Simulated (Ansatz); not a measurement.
# Band structure of LuH₂

```
CELL_PARAMETERS angstrom
0.00000 2.51650 2.51650
2.51650 0.00000 2.51650
2.51650 2.51650 0.00000
ATOMIC_POSITIONS crystal
Lu 0.00000 0.00000 0.00000
H 0.25000 0.25000 0.25000
H 0.75000 0.75000 0.75000
```

Atoms are numbered in the order listed.

The geometry is COD entry 9009021, unchecked; take it as a test cell.

Spin–orbit coupling is left out, though it moves levels of the heavy atoms by tenths of an eV or more.

Computed with DFT, LDA, all-electron LAPW, scalar-relativistic (Ansatz 0.2.0).

Settings: a Γ-centred 8×8×8 k mesh, Fermi–Dirac smearing of 0.02 eV, basis error target 1 meV/atom, no spin polarisation.

Points in fractions of the reciprocal vectors of this cell: Γ (0, 0, 0), X (0.5, 0, 0.5), U (0.625, 0.25, 0.625), K (0.375, 0.375, 0.75), L (0.5, 0.5, 0.5), W (0.5, 0.25, 0.75). The path runs Γ–X–U–K–Γ–L–W–X. Energies are in eV from the Fermi level; (×n) counts levels within 4 meV of each other, which need not be degenerate by symmetry.

Question: List the levels at Γ between -8 and 3 eV.

Answer: -5.32, -5.03 (×3), -4.96 (×3), -0.40, 1.26 (×3).

Question: List the levels at L between -8 and 3 eV.

Answer: -6.63, -5.29, -5.04 (×2), -5.01, -4.98 (×2), -4.96, -3.86, 1.34 (×2).

Question: List the levels at X between -8 and 3 eV.

Answer: -5.30, -5.24, -5.03, -5.02 (×2), -5.00, -4.99 (×2), -3.94, -2.38.

Question: What is the band gap?

Answer: none: with an odd electron count and no spin polarisation the bands can't all be full, a metal in this set-up (in compounds, spin order or a distortion in a larger cell can open a gap).
